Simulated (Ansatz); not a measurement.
Crystal: Sc.

```
CELL_PARAMETERS angstrom
0.00000 2.26000 2.26000
2.26000 0.00000 2.26000
2.26000 2.26000 0.00000
ATOMIC_POSITIONS crystal
Sc 0.00000 0.00000 0.00000
```

This isn't the form of Sc at room conditions, which is hcp.

```yaml
Program: Ansatz 0.2.0
Task: relaxation of cell and atoms
Functional: r2SCAN
Potentials_or_basis: Ansatz PAW
Cutoff: "500 eV (not typed: the program's choice for these potentials)"
k_mesh: 10 × 10 × 10
Occupations: fermi-dirac, width 0.05 eV
Spin: no spin polarisation
```

At the start: volume 23.09 Å³/atom.

Task: Where does the relaxation end?

Result: It ends after 5 steps and the volume is 25.12 Å³/atom (+8.8 %); space group Fm-3m (No. 225, to 0.05 Å).

Step by step:
| step | energy change (eV) | largest force (eV/Å) | volume (Å³) |
| --- | --- | --- | --- |
| 1 | 0.0000 | 0.0000 | 23.09 |
| 2 | -0.0271 | 0.0000 | 25.53 |
| 3 | -0.0284 | 0.0000 | 25.14 |
| 4 | -0.0284 | 0.0000 | 25.12 |
| 5 | -0.0298 | 0.0000 | 25.12 |

Final structure:
```cif
data_structure
_symmetry_space_group_name_H-M 'P 1'
_symmetry_Int_Tables_number 1
_cell_length_a 3.2871
_cell_length_b 3.2871
_cell_length_c 3.2871
_cell_angle_alpha 60.000
_cell_angle_beta 60.000
_cell_angle_gamma 60.000
_cell_volume 25.12
loop_
_atom_site_label
_atom_site_type_symbol
_atom_site_fract_x
_atom_site_fract_y
_atom_site_fract_z
_atom_site_occupancy
Sc1 Sc 0.00000 0.00000 0.00000 1
```

Caveat: the plane-wave basis is chosen anew once the cell has moved, so the energies of steps on either side of that aren't comparable; the PAW data sets come from PBE, with cores solved anew for the run's functional, which leaves a small shift of forces and pressure.
